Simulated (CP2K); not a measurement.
Here is a CP2K 2026.2 calculation.

Contents of bes_bands.inp:

```
&GLOBAL
  PROJECT bes_bands
  RUN_TYPE ENERGY_FORCE
  PRINT_LEVEL LOW
&END GLOBAL
&FORCE_EVAL
  METHOD QS
  STRESS_TENSOR ANALYTICAL
  &DFT
    BASIS_SET_FILE_NAME BASIS_MOLOPT_UZH
    POTENTIAL_FILE_NAME POTENTIAL_UZH
    &MGRID
      CUTOFF 850
      REL_CUTOFF 60
      NGRIDS 5
    &END MGRID
    &QS
      METHOD GPW
      EPS_DEFAULT 1.0E-9
    &END QS
    &KPOINTS
      SCHEME MONKHORST-PACK 9 9 9
      GAMMA_CENTERED T
      SYMMETRY T
      SYMMETRY_BACKEND SPGLIB
    &END KPOINTS
    &SCF
      SCF_GUESS ATOMIC
      EPS_SCF 1.0E-6
      MAX_SCF 100
      ADDED_MOS 10
      CHOLESKY OFF
      EPS_EIGVAL 1.0E-7
      &DIAGONALIZATION ON
        ALGORITHM STANDARD
      &END DIAGONALIZATION
      &MIXING ON
        METHOD BROYDEN_MIXING
        ALPHA 0.4
        BETA 1.5
        NBUFFER 8
      &END MIXING
      &SMEAR ON
        METHOD FERMI_DIRAC
        ELECTRONIC_TEMPERATURE [K] 580.226
      &END SMEAR
    &END SCF
    &XC
      &XC_FUNCTIONAL
        &GGA_X_PBE
        &END GGA_X_PBE
        &GGA_C_PBE
        &END GGA_C_PBE
      &END XC_FUNCTIONAL
    &END XC
    &PRINT
      &KPOINTS ON
      &END KPOINTS
      &MULLIKEN ON
      &END MULLIKEN
      &MO ON
        ENERGIES T
        OCCUPATION_NUMBERS T
        &EACH
          QS_SCF 0
        &END EACH
        ADD_LAST NUMERIC
      &END MO
      &BAND_STRUCTURE
        FILE_NAME bands.bs
        ADDED_MOS 2
        &KPOINT_SET
          UNITS B_VECTOR
          NPOINTS 10
          SPECIAL_POINT GAMMA 0.00000000 0.00000000 0.00000000
          SPECIAL_POINT X 0.50000000 0.00000000 0.50000000
          SPECIAL_POINT W 0.50000000 0.25000000 0.75000000
          SPECIAL_POINT K 0.37500000 0.37500000 0.75000000
          SPECIAL_POINT GAMMA 0.00000000 0.00000000 0.00000000
          SPECIAL_POINT L 0.50000000 0.50000000 0.50000000
          SPECIAL_POINT U 0.62500000 0.25000000 0.62500000
          SPECIAL_POINT W 0.50000000 0.25000000 0.75000000
          SPECIAL_POINT L 0.50000000 0.50000000 0.50000000
          SPECIAL_POINT K 0.37500000 0.37500000 0.75000000
        &END KPOINT_SET
        &KPOINT_SET
          UNITS B_VECTOR
          NPOINTS 10
          SPECIAL_POINT U 0.62500000 0.25000000 0.62500000
          SPECIAL_POINT X 0.50000000 0.00000000 0.50000000
        &END KPOINT_SET
      &END BAND_STRUCTURE
    &END PRINT
  &END DFT
  &SUBSYS
    &CELL
      A 3.4294678888 0.0000000000 0.0000000000
      B 1.7147339444 2.9700063131 0.0000000000
      C 1.7147339444 0.9900021044 2.8001488056
      PERIODIC XYZ
    &END CELL
    &COORD
      SCALED
      S   0.7500000000 0.7500000000 0.7500000000
      Be  0.0000000000 0.0000000000 0.0000000000
    &END COORD
    &KIND S
      BASIS_SET TZVP-MOLOPT-PBE-GTH-q6
      POTENTIAL GTH-PBE-q6
    &END KIND
    &KIND Be
      BASIS_SET TZVP-MOLOPT-PBE-GTH-q4
      POTENTIAL GTH-PBE-q4
    &END KIND
    &PRINT
      &ATOMIC_COORDINATES ON
      &END ATOMIC_COORDINATES
      &CELL ON
      &END CELL
    &END PRINT
  &END SUBSYS
  &PRINT
    &FORCES ON
    &END FORCES
    &STRESS_TENSOR ON
    &END STRESS_TENSOR
  &END PRINT
&END FORCE_EVAL
```

Potentials or basis: POTENTIAL_UZH S GTH-PBE-q6, Be GTH-PBE-q4; TZVP-MOLOPT-PBE-GTH basis.

Launch:

```bash
$ OMP_NUM_THREADS=1 cp2k.psmp -i bes_bands.inp -o bes_bands.out
```

Q: What does it give for the band gap on the k mesh?

A: 4.28 eV, indirect (least direct gap 5.78 eV).

Q: What does it give for the Mulliken charges?

A: S -0.62; Be +0.62 e.

Q: What does it give for the band gap along the path?

A: 4.16 eV, indirect (least direct gap 5.78 eV).

Levels at the corners of the path, in eV from the valence-band top:
| point | band 2 | band 3 | band 4 | band 5 | band 6 | band 7 | band 8 | band 9 | band 10 |
| --- | --- | --- | --- | --- | --- | --- | --- | --- | --- |
| Γ | -13.76 | 0.00 | 0.00 | 0.00 | 5.78 | 5.94 | 5.94 | 5.94 | 15.53 |
| X | -11.55 | -5.08 | -2.68 | -2.68 | 4.48 | 4.98 | 13.12 | 13.12 | 15.77 |
| W | -11.51 | -4.35 | -3.88 | -3.40 | 8.33 | 8.91 | 9.03 | 9.51 | 15.12 |
| K | -11.58 | -4.63 | -4.14 | -2.22 | 5.33 | 8.36 | 11.26 | 11.87 | 13.18 |
| Γ | -13.76 | 0.00 | 0.00 | 0.00 | 5.78 | 5.94 | 5.94 | 5.94 | 15.53 |
| L | -12.12 | -5.86 | -1.05 | -1.05 | 5.48 | 7.39 | 7.39 | 12.79 | 16.39 |
| U | -11.58 | -4.63 | -4.14 | -2.22 | 5.33 | 8.36 | 11.26 | 11.87 | 13.18 |
| W | -11.51 | -4.35 | -3.88 | -3.40 | 8.33 | 8.91 | 9.03 | 9.51 | 15.12 |
| L | -12.12 | -5.86 | -1.05 | -1.05 | 5.48 | 7.39 | 7.39 | 12.79 | 16.39 |
| K | -11.58 | -4.63 | -4.14 | -2.22 | 5.33 | 8.36 | 11.26 | 11.87 | 13.18 |
| U | -11.58 | -4.63 | -4.14 | -2.22 | 5.33 | 8.36 | 11.26 | 11.87 | 13.18 |
| X | -11.55 | -5.08 | -2.68 | -2.68 | 4.48 | 4.98 | 13.12 | 13.12 | 15.77 |

Caveat: the mesh misses the band edges, which the band path finds closer together; the basis of atomic orbitals isn't converged, which shifts pressures, moduli and gaps. As with any semilocal functional, this PBE gap is likely too small.
